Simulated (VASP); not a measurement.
Input of a VASP 6.6.1 run:

The input INCAR:

```
  ALGO = Normal
  EDIFF = 1E-6
  EDIFFG = -0.01
  ENCUT = 600
  GGA = PS
  IBRION = 2
  ISIF = 3
  ISMEAR = -1
  LASPH = True
  LCHARG = False
  LDAU = True
  LDAUJ = 0 0
  LDAUL = 2 -1
  LDAUPRINT = 1
  LDAUTYPE = 2
  LDAUU = 5 0
  LMAXMIX = 4
  LREAL = False
  LWAVE = False
  NELM = 100
  NSW = 40
  PREC = Accurate
  SIGMA = 0.05
```

The input KPOINTS:

```
k-points
0
Gamma
  10 10 10
```

POSCAR

```
Ti2C
1.0
    1.5406981810      0.8895225095      4.8137698526
   -1.5406981810      0.8895225095      4.8137698526
    0.0000000000     -1.7790450191      4.8137698526
Ti C
2 1
Direct
    0.7545021700      0.7545021700      0.7545021700
    0.2454978300      0.2454978300      0.2454978300
    0.5000000000      0.5000000000      0.5000000000
```

Potentials or basis: VASP PAW PBE potentials, release 64 (Ti_sv, C).

Launch:

```bash
$ cat potpaw_PBE.64/Ti_sv/POTCAR potpaw_PBE.64/C/POTCAR > POTCAR
$ mpirun -np 1 vasp_std > vasp.out
```

What does it give for the band gap on the k mesh?

None (metal or under the smearing width).

Estimate the space group after relaxing (to 0.05 Å).

R-3m (No. 166).

What does it give for the relaxed cell?

a = 5.191 Å, b = 5.191 Å, c = 5.191 Å, α = 34.95°, β = 34.95°, γ = 34.95°.

Stress tensor (GPa, compression positive):
```
-0.12  0.00  0.00
 0.00 -0.12  0.00
 0.00  0.00 -0.03
```

Caveat: the PAW data sets were made with another functional, which shifts forces and pressure a little; U without spin polarisation on a metal has little footing; the U is typed as a test and isn't derived for this compound.
